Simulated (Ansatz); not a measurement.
## Relaxing an invented GaH6 structure

Level of theory: DFT PBE, scalar-relativistic, plane waves, PAW in Ansatz 0.2.0. Cutoff 420 eV, Gaussian smearing, Γ-centred meshes. Cell and atoms relax first on a coarse mesh and then on a finer one. In between, the cell is made exact in the group found at 0.06 Å. In metals the finer mesh still leaves noise of several meV/atom or more. The steps can't lower the symmetry of their start. No spin polarisation.

The guess for GaH6 was made by a generator: random cell by space group and Wyckoff sites (P-62m, No. 189). Its size is a rough estimate.

```cif
data_structure
_symmetry_space_group_name_H-M 'P 1'
_symmetry_Int_Tables_number 1
_cell_length_a 4.2946
_cell_length_b 4.2946
_cell_length_c 3.9895
_cell_angle_alpha 90.000
_cell_angle_beta 90.000
_cell_angle_gamma 120.000
_cell_volume 63.72
loop_
_atom_site_label
_atom_site_type_symbol
_atom_site_fract_x
_atom_site_fract_y
_atom_site_fract_z
_atom_site_occupancy
Ga1 Ga 0.00000 0.00000 0.50000 1
H1 H 0.20562 0.00000 0.18977 1
H2 H 0.00000 0.20562 0.18977 1
H3 H 0.79438 0.79438 0.18977 1
H4 H 0.20562 0.00000 0.81023 1
H5 H 0.00000 0.20562 0.81023 1
H6 H 0.79438 0.79438 0.81023 1
```

Formation energies are uncorrected and refer to the elements' standard structures at the same level (H₂ as a molecule).

**Question.** Which structure results?

**Answer.** The symmetry stays P-62m (No. 189). The volume per atom grows by 21.9 %, from 9.1 to 11.1 Å³. The shortest distance goes from 1.51 Å (H–H) to 0.77 Å (H–H). The end holds H–H pairs as short as in free H₂ molecules (shortest 0.77 Å). The ratio c/a of the conventional cell changes by a factor of 1.28. The energy falls by about 0.72 eV/atom (the start's value is from the coarse mesh). The end is written in a standard setting, so origin, axes and order of atoms can differ from the start's. Conventional cell: a = 4.223 Å, c = 5.029 Å. Ga has 6 H at 2.56 Å (long against the sum of covalent radii); around H lie 1 H at 0.77 Å, 6 H at 2.42–2.47 Å, 6 H at 2.54–2.58 Å and 1 Ga at 2.56 Å.

```cif
data_structure
_symmetry_space_group_name_H-M 'P-62m'
_symmetry_Int_Tables_number 189
_cell_length_a 4.2235
_cell_length_b 4.2235
_cell_length_c 5.0289
_cell_angle_alpha 90.000
_cell_angle_beta 90.000
_cell_angle_gamma 120.000
_cell_volume 77.69
loop_
_atom_site_label
_atom_site_type_symbol
_atom_site_symmetry_multiplicity
_atom_site_Wyckoff_symbol
_atom_site_fract_x
_atom_site_fract_y
_atom_site_fract_z
_atom_site_occupancy
Ga1 Ga 1 b 0.00000 0.00000 0.50000 1
H1 H 6 i 0.33742 0.00000 0.07624 1
```

**Question.** Give its energy and gap.

**Answer.** The energy over the elements is +0.26 eV/atom and the gap on the 12×12×8 mesh of the 7-atom cell is 0 eV (a metal).

The separate elements lie lower, so it is unstable against them.

The last run used Gaussian smearing of 0.10 eV. No dispersion correction is applied, so the spacing and binding between layers, chains or molecules are poorly described. Ga stands nearly free of neighbours here, and without spin polarisation the energy of such atoms comes out too high. The cell is a metal run without spin; a magnetic state may lie lower. With hydrogen, zero-point motion can shift formation energies by some tens of meV/atom. A structure relaxed within its symmetry needn't be a true minimum.
